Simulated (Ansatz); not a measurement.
A plane-wave DFT run in Ansatz 0.2.0 (scalar-relativistic PAW potentials unless the input names others): input and command.

```yaml
crystal:
  lattice:
    - [4.1053305961, 0.0, 0.0]
    - [0.0, 4.1053305961, 0.0]
    - [0.0, 0.0, 4.1053305961]
  atoms:
    - { symbol: Sc, position: [0.0, 0.0, 0.0] }
    - { symbol: Al, position: [0.5, 0.0, 0.5] }
    - { symbol: Al, position: [0.0, 0.5, 0.5] }
    - { symbol: Al, position: [0.5, 0.5, 0.0] }
basis:
  ecutwfc: 420
kpoints:
  mp_grid: { grid: [10, 10, 10] }
hamiltonian:
  xc: pbesol
scf:
  occupations: { method: gaussian, width: 0.1 }
  mixing: { algorithm: anderson, beta: 0.001, ndim: 1 }
  max_iter: 50
output:
  forces: true
  eigenvalues: true
  stress: true
```

```bash
ansatz run input.yaml --threads 1 --pin off --max-ram 2560MiB --backend cpu --events-out ev --progress --plain --runs-dir out
```

Abridged log:
```
Basis set: ecut = 420 eV, 1357 PW (Γ), exchange–correlation on 60×60×60 points (8 copies of the dense FFT grid, shifted against one another)
Bands: 14, of which v1, the nominal top of the filled ones, is band 10 counted from 1 (9 counted from 0)
Symmetry: 48 space group operations
k-points: 56 of 1000
SCF iter   1: F=—  HF=-3686.901350 eV  |F-HF|=—  |Δ(HF+E_count)|=         —  Δρ=3.12e-3  dr2=1.83e-2  ethr=1.77e-3  ⟨swp⟩=5.4  Hψ=4560  notcnv=0
SCF iter   2: F=—  HF=-3686.901091 eV  |F-HF|=—  |Δ(HF+E_count)|=   2.58e-4  Δρ=3.10e-3  dr2=1.79e-2  ethr=9.15e-5  ⟨swp⟩=1.0  Hψ=1232  notcnv=0
SCF iter   3: F=—  HF=-3686.901084 eV  |F-HF|=—  |Δ(HF+E_count)|=   7.56e-6  Δρ=3.10e-3  dr2=1.79e-2  ethr=8.95e-5  ⟨swp⟩=1.0  Hψ=780  notcnv=0
SCF iter   4: F=—  HF=-3686.901073 eV  |F-HF|=—  |Δ(HF+E_count)|=   1.13e-5  Δρ=3.10e-3  dr2=1.78e-2  ethr=8.94e-5  ⟨swp⟩=1.0  Hψ=780  notcnv=0
SCF iter   5: F=—  HF=-3686.901061 eV  |F-HF|=—  |Δ(HF+E_count)|=   1.17e-5  Δρ=3.10e-3  dr2=1.78e-2  ethr=8.92e-5  ⟨swp⟩=1.0  Hψ=780  notcnv=0
SCF iter   6: F=—  HF=-3686.901049 eV  |F-HF|=—  |Δ(HF+E_count)|=   1.14e-5  Δρ=3.09e-3  dr2=1.78e-2  ethr=8.91e-5  ⟨swp⟩=1.0  Hψ=780  notcnv=0
SCF iter   7: F=—  HF=-3686.901038 eV  |F-HF|=—  |Δ(HF+E_count)|=   1.15e-5  Δρ=3.09e-3  dr2=1.77e-2  ethr=8.89e-5  ⟨swp⟩=1.0  Hψ=780  notcnv=0
SCF iter   8: F=—  HF=-3686.901026 eV  |F-HF|=—  |Δ(HF+E_count)|=   1.20e-5  Δρ=3.09e-3  dr2=1.77e-2  ethr=8.87e-5  ⟨swp⟩=1.0  Hψ=780  notcnv=0
   ...
SCF iter  28: F=—  HF=-3686.900799 eV  |F-HF|=—  |Δ(HF+E_count)|=   1.12e-5  Δρ=3.04e-3  dr2=1.71e-2  ethr=8.56e-5  ⟨swp⟩=1.0  Hψ=780  notcnv=0
SCF iter  29: F=—  HF=-3686.900787 eV  |F-HF|=—  |Δ(HF+E_count)|=   1.14e-5  Δρ=3.04e-3  dr2=1.71e-2  ethr=8.54e-5  ⟨swp⟩=1.0  Hψ=780  notcnv=0
SCF iter  30: F=—  HF=-3686.900776 eV  |F-HF|=—  |Δ(HF+E_count)|=   1.12e-5  Δρ=3.04e-3  dr2=1.70e-2  ethr=8.53e-5  ⟨swp⟩=1.0  Hψ=780  notcnv=0
SCF iter  31: F=—  HF=-3686.900928 eV  |F-HF|=—  |Δ(HF+E_count)|=   1.52e-4  Δρ=3.03e-3  dr2=1.70e-2  ethr=5.00e-6  ⟨swp⟩=1.2  Hψ=1847  notcnv=0
Mixer restart at iter 31: flushing history
iteration 31: the SCF's residuals had fallen too slowly under its mixing. It goes on by minimising its free energy, and can end on another state than longer mixing would; under `scf.algorithm: density_mixing` no SCF does so, but by `scf.convergence.dm_fallback`
SCF iter  32: F=—  HF=-3686.898089 eV  |F-HF|=—  |Δ(HF+E_count)|=   2.84e-3  Δρ=1.78e-3  dr2=7.73e-3  ethr=5.00e-6  ⟨swp⟩=3.2  Hψ=7037  notcnv=0
SCF iter  33: F=—  HF=-3686.896156 eV  |F-HF|=—  |Δ(HF+E_count)|=   1.93e-3  Δρ=1.18e-4  dr2=1.29e-5  ethr=5.00e-6  ⟨swp⟩=3.2  Hψ=3947  notcnv=0
SCF iter  34: F=-3686.896152 eV  HF=-3686.896152 eV  |F-HF|=6.38e-9  |Δ(HF+E_count)|=   4.07e-6  Δρ=3.37e-6  dr2=9.44e-9  ethr=5.00e-10  ⟨swp⟩=3.1  Hψ=2771  notcnv=0
SCF iter  35: F=-3686.896152 eV  HF=-3686.896152 eV  |F-HF|=6.37e-9  |Δ(HF+E_count)|=  9.09e-13  Δρ=3.37e-6  dr2=9.43e-9  ethr=4.72e-11  ⟨swp⟩=1.9  Hψ=2739  notcnv=0
SCF 1 converged in 35 iterations: F = -3686.896152 eV  dr2 = 9.43e-9
SCF converged after 35 iterations
Free energy (F): -3686.896152 eV
Harris-Foulkes:  -3686.896152 eV  (|F-HF|=6.37e-9)
Internal energy: -3686.889888 eV  (E = F + TS)
E sigma→0 (E₀):  -3686.893020 eV
Entropy (-TS):   -0.006264 eV (-1.566 meV/atom)
Fermi energy:    9.041513 eV
--- Forces (eV/Å), atoms counted from 1 ---
  atom   1  Sc     0.00000000     0.00000000     0.00000000
  atom   2  Al     0.00000000     0.00000000     0.00000000
  atom   3  Al     0.00000000     0.00000000     0.00000000
  atom   4  Al     0.00000000     0.00000000     0.00000000
--- Stress (GPa, compression-positive) ---
       -2.193564       0.000000       0.000000
        0.000000      -2.193564       0.000000
        0.000000       0.000000      -2.193564
  P = ⅓ Tr σ = -2.1936 GPa (-21.936 kbar)
```

One setting here is unusual or wrong in general: mixing far too weak (scf.mixing: not typed → {"algorithm": "anderson", "beta": 0.001, "ndim": 1}). For this cell it did little harm to the result: the run converged in 35 SCF iterations (reference: 6) with an energy at zero smearing within 0.01 meV/atom of the reference's, pressure -2.19 GPa, largest force 0.000 eV/Å, no gap on the mesh. A reference run from the same start on usual settings converged with pressure -2.19 GPa, largest force 0.000 eV/Å, no gap on the mesh.

The run took 15 s on 1 thread of Intel(R) Xeon(R) 6975P-C (Granite Rapids), on a shared host, peak memory 0.42 GiB.